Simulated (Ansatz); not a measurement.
TaS2:

```xyz
3
Lattice="3.3500 0.0000 0.0000 -1.6750 2.9012 0.0000 0.0000 0.0000 5.8600" Properties=species:S:1:pos:R:3 pbc="T T T"
Ta    0.0000    0.0000    0.0000
S     1.6750    0.9671    4.3950
S     0.0000    1.9341    1.4650
```

```yaml
Program: Ansatz 0.2.0
Task: relaxation of cell and atoms
Functional: LC-wPBE
Potentials_or_basis: Ansatz PAW
Cutoff: "420 eV (not typed: the program's choice for these potentials)"
k_mesh: 5 × 5 × 3
Occupations: fermi-dirac, width 0.05 eV
Spin: no spin polarisation
```

At the start: volume 18.98 Å³/atom.

**Question.** How do energy, volume and symmetry change on relaxing?

**Answer.** It ends after 11 steps and the volume is 21.10 Å³/atom (+11.1 %); space group P-3m1 (No. 164, to 0.05 Å).

The path:
```
step  energy change (eV)  largest force (eV/Å)  volume (Å³)
   1              0.0000                0.6107        56.95
   2             -0.0156                0.6058        58.51
   3             -0.0428                0.0172        60.75
   4             -0.0448                0.0346        61.04
   5             -0.0457                0.0244        61.71
   6             -0.0459                0.0010        62.25
   7             -0.0459                0.0022        62.53
   8             -0.0484                0.0014        62.53
   9             -0.0484                0.0020        63.11
  10             -0.0484                0.0002        63.29
  11             -0.0486                0.0002        63.29
```

Final structure:
```yaml
crystal:
  lattice:
    - [3.34506, 0.00000, 0.00000]
    - [-1.67253, 2.89691, 0.00000]
    - [0.00000, 0.00000, 6.53150]
  atoms:
    - { symbol: Ta, position: [0.00000, 0.00000, 0.00000] }
    - { symbol: S, position: [0.66667, 0.33333, 0.76991] }
    - { symbol: S, position: [0.33333, 0.66667, 0.23009] }
```

Caveat: the k mesh is coarse (spacing up to 0.43 Å⁻¹), so the values aren't converged, least of all with exact exchange; the plane-wave basis is chosen anew once the cell has moved, so the energies of steps on either side of that aren't comparable; the volume moved by +11 % from the deposited cell, more than functionals usually miss; the PAW data sets come from PBE, with cores solved anew for the run's functional, which leaves a small shift of forces and pressure.
